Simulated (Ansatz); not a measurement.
# CdS (Hawleyite) (F-43m) in Ansatz: notebook

Aim: see how the results for CdS (Hawleyite) move with the level of theory and the settings. Levels: PBE, revPBE-LDA, RPBE+D3(BJ). Tasks: single point, atomic charges, relaxation of cell and atoms.

All numbers are computed with Ansatz 0.2.0; they aren't measurements. Logs are shortened: lines on timing, memory, paths and dates and some standing lists are left out, and cuts for length are marked.

## Step 1: Starting point

It takes space group F-43m (No. 216, cubic). Conventional cell: a = 5.833 Å, b = 5.833 Å, c = 5.833 Å, α = 90.00°, β = 90.00°, γ = 90.00°. Cd (site symmetry -43m) has 4 S at 2.53 Å as nearest neighbours. Around S (site symmetry -43m) lie 4 Cd at 2.53 Å.

## Step 2: Single point, PBE

input.yaml

```yaml
crystal:
  lattice:
    - [0.0, 2.9165, 2.9165]
    - [2.9165, 0.0, 2.9165]
    - [2.9165, 2.9165, 0.0]
  atoms:
    - { symbol: Cd, position: [0.0, 0.0, 0.0] }
    - { symbol: S, position: [0.75, 0.75, 0.75] }
kpoints:
  mp_grid: { grid: [4, 4, 4] }
scf:
  occupations: { method: fermi_dirac, width: 0.03 }
hamiltonian:
  xc: pbe
  pseudopotentials: { kind: all_electron, lapw: { basis_error: 0.003 } }
output:
  forces: true
  stress: true
  eigenvalues: true
```

Potentials or basis: all-electron LAPW, scalar-relativistic.

Launch:

```console
$ ansatz run input.yaml --threads 1 --pin off --max-ram 2560MiB --backend cpu --events-out ev --progress --plain --runs-dir out
```

Output:

```text
Warning: RAYON_NUM_THREADS=1 ignored (pool sized by the plan → 1); use --threads N
LAPW: plane waves up to 7.528 Å⁻¹, error target 3.0e-3 eV per atom; small_component_spin mean_spin; S in spheres of 1.090 Å, 14 of its electrons in bands, Dirac shells []; Cd in spheres of 1.436 Å, 20 of its electrons in bands, Dirac shells [] (how accurate: hamiltonian.pseudopotentials.lapw.basis_error, Limitations)
Engine: ansatz 0.2.0, aarch64-unknown-linux-gnu
Pseudopotentials: kind: all_electron
Pseudopotential: Cd, LAPW, valence charge 20, lapw/all_electron/scalar/gaussian/Cd, Koelling and Harmon's equation, gaussian nucleus
Pseudopotential: S, LAPW, valence charge 14, lapw/all_electron/scalar/gaussian/S, Koelling and Harmon's equation, gaussian nucleus
Functional definition: PBE
  parameter kappa = 0.804
  parameter beta = 0.06672455060314922
  exchange = pbe_x(kappa = kappa, mu = beta*pi^2/3)
  correlation = pbe_c(beta = beta)
Crystal: 2 atoms, lattice volume = 49.615 Å³
Basis set: ecut = 215.90581349193124 eV, 339 PW (Γ), exchange–correlation at level 2
Bands: 21, of which v1, the nominal top of the filled ones, is band 17 counted from 1 (16 counted from 0)
Symmetry: 24 space group operations
Space group: F-43m (ITA 216), of the structure as read, at distance tolerance 3.7e-5 Å
k-points: 8 of 64 (time reversal used)
Non-local potential: Cd, projectors of the file, none
Non-local potential: S, projectors of the file, none
Initial density: superposition of atomic densities (chi_scale 0.1, normalization cell, long waves kept (reshape's long-wave potential 0.00 eV rms))
Initial wavefunctions: plane waves of lowest kinetic energy (no species holds an atomic orbital)
Functional: x = pbe(κ = 0.804, μ = 0.2195149727645171), c = pbe(β = 0.06672455060314922)
iter 1 solved again at ethr=4.40e-3 eV; its pass at ethr=1.00e-1 eV (dr2=1.50e0 eV) is discarded
SCF iter   1: F=—  HF=-163099.933185 eV  |F-HF|=—  |Δ(HF+E_count)|=         —  Δρ=3.85e-2  dr2=1.50e0  ethr=4.40e-3  ⟨swp⟩=2.0  Hψ=1151  notcnv=0
preconditioner: auto → none  [insulator: Δε(μ)=1.736 eV  Ē_g=11.954 eV  σ=0.030 eV  W_gap=1.00  n_scr=14 (ndim 8)  ℏωp=22.4 eV  f_vac=0.148  D(μ)=0.00/eV (n_scr^D=0)  ε∞_Penn≈4.5]
iter 2 solved again at ethr=1.51e-4 eV; its pass at ethr=4.40e-3 eV (dr2=5.14e-2 eV) is discarded
SCF iter   2: F=—  HF=-163099.426830 eV  |F-HF|=—  |Δ(HF+E_count)|=   5.06e-1  Δρ=1.14e-2  dr2=5.14e-2  ethr=1.51e-4  ⟨swp⟩=2.0  Hψ=897  notcnv=0
SCF iter   3: F=—  HF=-163099.373179 eV  |F-HF|=—  |Δ(HF+E_count)|=   5.37e-2  Δρ=5.44e-3  dr2=1.28e-2  ethr=1.51e-4  ⟨swp⟩=3.0  Hψ=533  notcnv=0
SCF iter   4: F=—  HF=-163099.373372 eV  |F-HF|=—  |Δ(HF+E_count)|=   1.93e-4  Δρ=1.34e-3  dr2=8.04e-4  ethr=3.77e-5  ⟨swp⟩=2.0  Hψ=495  notcnv=0
SCF iter   5: F=—  HF=-163099.373023 eV  |F-HF|=—  |Δ(HF+E_count)|=   3.49e-4  Δρ=2.04e-4  dr2=1.53e-5  ethr=2.36e-6  ⟨swp⟩=2.0  Hψ=463  notcnv=0
SCF iter   6: F=—  HF=-163099.373044 eV  |F-HF|=—  |Δ(HF+E_count)|=   2.11e-5  Δρ=3.54e-5  dr2=4.65e-7  ethr=4.50e-8  ⟨swp⟩=3.0  Hψ=494  notcnv=0
SCF iter   7: F=-163099.373045 eV  HF=-163099.373045 eV  |F-HF|=8.96e-9  |Δ(HF+E_count)|=   1.35e-6  Δρ=3.69e-6  dr2=5.44e-9  ethr=1.37e-9  ⟨swp⟩=3.0  Hψ=508  notcnv=0
SCF 1 converged in 7 iterations: F = -163099.373045 eV  dr2 = 5.44e-9
SCF converged after 7 iterations
Free energy (F): -163099.373045 eV
Harris-Foulkes:  -163099.373045 eV  (|F-HF|=8.96e-9)
Internal energy: -163099.373045 eV  (E = F + TS)
E sigma→0 (E₀):  -163099.373045 eV
Fermi energy:    8.354091 eV
--- Per-component energies (eV) ---
  E_band       = -1726.788088
  E_kinetic    = 170389.599747
  E_xc         = -4908.395897
  E_electrostatic = -328580.576896  (all electrons and nuclei)
  E_smearing   = -0.000000  (= −TS)
  E_closure    = 0.000000  (closes the sum)
  E_atoms      = -163093.279048  (free atoms, spherical and without spin; not in F)
  Σ components = -163099.373045   (vs F -163099.373045, Δ=0.00e0)
  Basis errors (estimates in eV, not in F): energy 1.2e-3 per atom: plane waves 1.1e-3 (6.9e-4 summed), levels above the bands 6.6e-114, relativity 2.3e-7, radial functions 8.2e-5, core shells 1.9e-7; eigenvalues (radial functions only) 3.7e-6; not estimated: angular momenta, meshes, grids; target (lapw.basis_error) 3.0e-3; muffin-tin radii S 1.090 Å, Cd 1.436 Å
--- Forces (eV/Å), atoms counted from 1 ---
  atom   1  Cd     0.00000000    -0.00000000    -0.00000000
  atom   2  S     -0.00000000     0.00000000     0.00000000
  max |Σ_I F_I| component: 2.78e-17 eV/Å
--- Stress (GPa, compression-positive) ---
        3.044620      -0.000000      -0.000000
       -0.000000       3.044620       0.000000
       -0.000000       0.000000       3.044620
  P = ⅓ Tr σ = 3.0446 GPa (30.446 kbar)
--- Band table (eV; the first three rows and the last of 8) ---
  k-point 0: bands = ["-196.6754", "-141.4488", "-141.4488", "-141.4488", "-93.5574", "-54.6285", "-54.6285", "-54.6285", "-4.5919", "0.0261", "0.0261", "0.0261", "0.5034", "0.5034", "7.7704", "7.7704", "7.7704", "8.9048", "14.2853", "14.2853", "14.2853"]
  k-point 1: bands = ["-196.6754", "-141.4488", "-141.4488", "-141.4488", "-93.5574", "-54.6288", "-54.6285", "-54.6285", "-4.3775", "0.0971", "0.0971", "0.2729", "0.5077", "0.5077", "5.2754", "7.3736", "7.3736", "10.5408", "14.0358", "14.7882", "14.7882"]
  k-point 2: bands = ["-196.6754", "-141.4488", "-141.4488", "-141.4488", "-93.5574", "-54.6291", "-54.6286", "-54.6286", "-4.1634", "0.1461", "0.1461", "0.5413", "0.5413", "0.8855", "3.3671", "7.0185", "7.0185", "10.7722", "14.7530", "14.7530", "15.2254"]
  k-point 7: bands = ["-196.6754", "-141.4488", "-141.4488", "-141.4488", "-93.5574", "-54.6290", "-54.6289", "-54.6287", "-4.0329", "0.2575", "0.2777", "0.4648", "0.5109", "1.1366", "3.8670", "5.5044", "5.5822", "13.1866", "13.1903", "14.9826", "15.7975"]
```

Run time: 4.5 s. Hardware: 1 thread of Arm Neoverse V1, shared host; peak memory 0.21 GiB.

Results:

```
Free energy            : -163099.3730 eV
Pressure               : 3.0 GPa
Band gap on the k mesh : 1.13 eV, direct
```

Caveat: the k mesh is coarse (spacing up to 0.47 Å⁻¹), so the values aren't converged.

## Step 3: Atomic charges, revPBE-LDA, non-collinear spin, random start (volume scaled by 0.96)

input.yaml

```yaml
crystal:
  lattice:
    - [0.0, 2.8770830059, 2.8770830059]
    - [2.8770830059, 0.0, 2.8770830059]
    - [2.8770830059, 2.8770830059, 0.0]
  atoms:
    - { symbol: Cd, position: [0.0, 0.0, 0.0], spin: 0.38, spin_axis: [-0.886247, 0.460217, 0.052596] }
    - { symbol: S, position: [0.75, 0.75, 0.75] }
kpoints:
  mp_grid: { grid: [6, 6, 6] }
scf:
  occupations: { method: fermi_dirac, width: 0.025 }
hamiltonian:
  xc: { exchange: revpbe, correlation: lda }
  pseudopotentials: { kind: all_electron, lapw: { basis_error: 0.001 } }
magnetization:
  noncollinear: true
output:
  forces: true
  stress: true
  eigenvalues: true
  populations: true
```

Potentials or basis: all-electron LAPW, scalar-relativistic.

Launch:

```console
$ ansatz run input.yaml --threads 1 --pin off --max-ram 2560MiB --backend cpu --events-out ev --progress --plain --runs-dir out
```

It took 46 s on 1 thread of Arm Neoverse V1, shared host; peak memory 0.43 GiB.

The run converged. Its results:

* Free energy: -163179.1369 eV
* Pressure: 13.4 GPa
* Band gap on the k mesh: 1.51 eV, direct
* Net moment: 0.00 μB per cell
* Absolute moment: 0.00 μB per cell
* Loewdin charges: Cd +1.31; S -1.13 e

Levels at points of the mesh, in eV from the valence-band top:
```
             k point  band 31  band 32  band 33  band 34  band 35  band 36  band 37  band 38
  (0.00, 0.00, 0.00)     0.00     0.00     0.00     0.00     1.51     1.51     6.73     6.73
 (0.00, 0.00, -0.50)    -0.78    -0.78    -0.78    -0.78     3.30     3.30     7.23     7.23
(0.00, -0.50, -0.50)    -1.94    -1.94    -1.94    -1.94     3.93     3.93     4.59     4.59
```

Moments on the atoms (μB; x, y, z):
```
Cd  0.00 0.00 0.00
S   0.00 0.00 0.00
```

Caveat: the atomic charges don't sum to the cell's charge; the starting moments weren't kept.

## Step 4: Relaxation of cell and atoms, RPBE+D3(BJ), non-collinear spin, random start (volume scaled by 0.8)

input.yaml

```yaml
crystal:
  lattice:
    - [0.0, 2.7074387666, 2.7074387666]
    - [2.7074387666, 0.0, 2.7074387666]
    - [2.7074387666, 2.7074387666, 0.0]
  atoms:
    - { symbol: Cd, position_ang: [0.0, 0.0, 0.0], spin: 0.36, spin_axis: [-0.784138, 0.392069, -0.481049] }
    - { symbol: S, position_ang: [4.0611581499, 4.0611581499, 4.0611581499] }
kpoints:
  mp_grid: { grid: [6, 6, 6] }
scf:
  occupations: { method: fermi_dirac, width: 0.1 }
hamiltonian:
  xc: rpbe
  dispersion: d3bj
  pseudopotentials: { kind: all_electron, lapw: { basis_error: 0.001 } }
magnetization:
  noncollinear: true
output:
  forces: true
  stress: true
relax:
  f_tol: 0.01
  max_steps: 60
  cell: {}
```

Launch:

```console
$ ansatz run input.yaml --threads 1 --pin off --max-ram 2560MiB --backend cpu --events-out ev --progress --plain --runs-dir out
```

Run time: 3.8 min. Hardware: 1 thread of Arm Neoverse V1, shared host; peak memory 0.49 GiB.

The run converged. Its results:

* Free energy: -163113.5043 eV
* Relaxed volume: 23.33 Å³/atom
* Relaxed cell: a = 4.041 Å, b = 4.041 Å, c = 4.041 Å, α = 60.00°, β = 60.00°, γ = 60.00°
* Space group after relaxing (to 0.05 Å): F-43m (No. 216)
* Energy gained by relaxing: 150.0 meV/atom
* Ionic steps: 5
* Pressure after relaxing: 0.0 GPa
* Band gap on the k mesh: 1.46 eV
* Net moment: 0.00 μB per cell
* Absolute moment: 0.00 μB per cell

The path:
```tsv
step	energy change (eV)	largest force (eV/Å)	volume (Å³)
1	0.0000	0.0000	39.69
2	-0.2841	0.0000	44.88
3	-0.2992	0.0000	46.25
4	-0.3001	0.0000	46.65
5	-0.3001	0.0000	46.65
```

Final structure:
```yaml
crystal:
  lattice:
    - [0.00000, 2.85723, 2.85723]
    - [2.85723, 0.00000, 2.85723]
    - [2.85723, 2.85723, 0.00000]
  atoms:
    - { symbol: Cd, position: [0.00000, 0.00000, 0.00000] }
    - { symbol: S, position: [0.75000, 0.75000, 0.75000] }
```

Moments on the atoms (μB; x, y, z):
```
Cd  0.00 0.00 0.00
S   0.00 0.00 0.00
```

Caveat: the starting moments weren't kept. A k mesh can miss the band edges.

## Step 5: Overview

```csv
task,level,spin,cell,k mesh,cutoff (eV),smearing,basis error allowed,mesh quality,gap on the mesh (eV),pressure (GPa),moment (μB)
single point,PBE,off,as given,4 × 4 × 4,216,fermi-dirac 0.03 eV,0.003 eV/atom,coarse,1.13,3.0,-
atomic charges,revPBE-LDA,"non-collinear, random start",volume scaled by 0.96,6 × 6 × 6,254,fermi-dirac 0.025 eV,0.001 eV/atom,not flagged,1.51,13.4,0.00
relaxation of cell and atoms,RPBE+D3(BJ),"non-collinear, random start",relaxed from: volume scaled by 0.8,6 × 6 × 6,-,fermi-dirac 0.1 eV,0.001 eV/atom,not flagged,1.46,0.0,0.00
```

Alike in all rows: potentials or basis all-electron LAPW, scalar-relativistic.

Caveats: some runs use coarse meshes; the starting moments weren't kept (some runs).

Compare energies only between runs with the same functional and basis.
